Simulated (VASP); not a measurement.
Crystal: C.

```
C
1.0
     0.00000    1.78337    1.78337
     1.78337    0.00000    1.78337
     1.78337    1.78337    0.00000
C
2
Direct
  0.00000 0.00000 0.00000
  0.25000 0.25000 0.25000
```

This isn't the form of C at room conditions, which is graphite.

```yaml
Program: VASP 6.6.1
Task: relaxation of cell and atoms
Functional: LDA
Potentials_or_basis: VASP PAW LDA potentials, release 64 (C)
Cutoff: 600 eV
k_mesh: 14 × 14 × 14
Occupations: gaussian, width 0.03 eV
Spin: no spin polarisation
```

At the start: pressure -12.4 GPa; volume 5.67 Å³/atom.

Question: How do energy, volume and symmetry change on relaxing?

Answer: Over 3 steps the energy falls by 6.2 meV/atom and the volume is 5.52 Å³/atom (-2.7 %); space group Fd-3m (No. 227, to 0.05 Å).

The path:
```tsv
step	energy change (eV)	largest force (eV/Å)	pressure (GPa)	volume (Å³)
1	0.0000	0.0000	-12.37	11.34
2	0.0090	0.0000	17.94	10.64
3	-0.0123	0.0000	-0.11	11.03
```

Final structure:
```cif
data_structure
_symmetry_space_group_name_H-M 'P 1'
_symmetry_Int_Tables_number 1
_cell_length_a 2.4989
_cell_length_b 2.4989
_cell_length_c 2.4989
_cell_angle_alpha 60.000
_cell_angle_beta 60.000
_cell_angle_gamma 60.000
_cell_volume 11.03
loop_
_atom_site_label
_atom_site_type_symbol
_atom_site_fract_x
_atom_site_fract_y
_atom_site_fract_z
_atom_site_occupancy
C1 C 0.00000 0.00000 0.00000 1
C2 C 0.25000 0.25000 0.25000 1
```
